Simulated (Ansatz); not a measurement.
Crystal: Br.

```
CELL_PARAMETERS angstrom
-1.42349 1.42349 3.57752
1.42349 -1.42349 3.57752
1.42349 1.42349 -3.57752
ATOMIC_POSITIONS crystal
Br 0.00000 0.00000 0.00000
```

* Program: Ansatz 0.2.0
* Task: relaxation of cell and atoms
* Functional: PBEsol
* Potentials or basis: Ansatz PAW
* Cutoff: 420 eV (not typed: the program's choice for these potentials)
* k mesh: 13 × 13 × 13
* Occupations: fermi-dirac, width 0.05 eV
* Spin: no spin polarisation

At the start: volume 29.00 Å³/atom.

Problem. Where does the relaxation end?

Solution. It ends after 7 steps and the volume is 29.06 Å³/atom (+0.2 %); space group I4/mmm (No. 139, to 0.05 Å).

Step by step:
| step | energy change (eV) | largest force (eV/Å) | volume (Å³) |
| --- | --- | --- | --- |
| 1 | 0.0000 | 0.0000 | 29.00 |
| 2 | -0.0038 | 0.0000 | 28.36 |
| 3 | -0.0041 | 0.0000 | 28.58 |
| 4 | -0.0042 | 0.0000 | 28.73 |
| 5 | -0.0043 | 0.0000 | 29.01 |
| 6 | -0.0043 | 0.0000 | 29.06 |
| 7 | -0.0042 | 0.0000 | 29.06 |

Final structure:
```
Br
1.0
    -1.40784    1.40784    3.66513
     1.40784   -1.40784    3.66513
     1.40784    1.40784   -3.66513
Br
1
Direct
  0.00000 0.00000 0.00000
```

Caveat: the plane-wave basis is chosen anew once the cell has moved, so the energies of steps on either side of that aren't comparable; an odd number of electrons without spin polarisation forces a metal; a magnetic or distorted state may lie lower; the PAW data sets come from PBE, with cores solved anew for the run's functional, which leaves a small shift of forces and pressure.
